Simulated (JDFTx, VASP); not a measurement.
This is a calculation of SrO for VASP 6.6.1. 

Contents of INCAR:

```
PREC = Accurate
ENCUT = 520
EDIFF = 1E-7
ISMEAR = -1
SIGMA = 0.05
LREAL = F
LASPH = T
NELM = 100
ALGO = Normal
ISIF = 2
LWAVE = F
LCHARG = F
GGA = PS
NBANDS = 15
```

Contents of KPOINTS:

```
regular mesh
0
Gamma
  9 9 9
```

The input POSCAR:

```
SrO
1.0
    0.0000000000      2.5663000000      2.5663000000
    2.5663000000      0.0000000000      2.5663000000
    2.5663000000      2.5663000000      0.0000000000
Sr O
1 1
Direct
    0.5000000000      0.5000000000      0.5000000000
    0.0000000000      0.0000000000      0.0000000000
```

Potentials or basis: VASP PAW PBE potentials, release 64 (Sr_sv, O).

The run is started by

```console
$ cat potpaw_PBE.64/Sr_sv/POTCAR potpaw_PBE.64/O/POTCAR > POTCAR
$ mpirun -np 1 vasp_std > vasp.out
```

Translate it to JDFTx 1.7.0 (patched build). Potentials or basis there: PseudoDojo-SR-PBEsol-0.4.1-standard with smoothed tails, cutoff 1143 eV.

As run (cutoffs and basis follow the program's own potentials, and thresholds, step limits or extra output files can differ):

File SrO.in:

```
lattice \
    0.0000000000     4.8496041536     4.8496041536 \
    4.8496041536     0.0000000000     4.8496041536 \
    4.8496041536     4.8496041536     0.0000000000
coords-type Lattice
ion Sr     0.5000000000     0.5000000000     0.5000000000 1
ion O      0.0000000000     0.0000000000     0.0000000000 1

ion-species pseudo/Sr.upf
ion-species pseudo/O.upf
elec-cutoff 42 336
elec-ex-corr gga-PBEsol
kpoint-folding 9 9 9
elec-smearing Fermi 0.0018374661
elec-n-bands 14
electronic-SCF nIterations 100 energyDiffThreshold 1e-09
electronic-minimize nIterations 30 energyDiffThreshold 1e-7
converge-empty-states yes
forces-output-coords Cartesian

dump-name run.$VAR
dump End Ecomponents EigStats BandEigs Kpoints Forces Stress
```

Potentials or basis: PseudoDojo-SR-PBEsol-0.4.1-standard with smoothed tails.

Launch:

```bash
$ jdftx -c 1 -i SrO.in -o SrO.out
```

Both were run:

|  | VASP | JDFTx |
| --- | --- | --- |
| Pressure | 0.1 GPa | -0.8 GPa |

VASP's potentials were made for PBE.

Pressure is positive in compression.
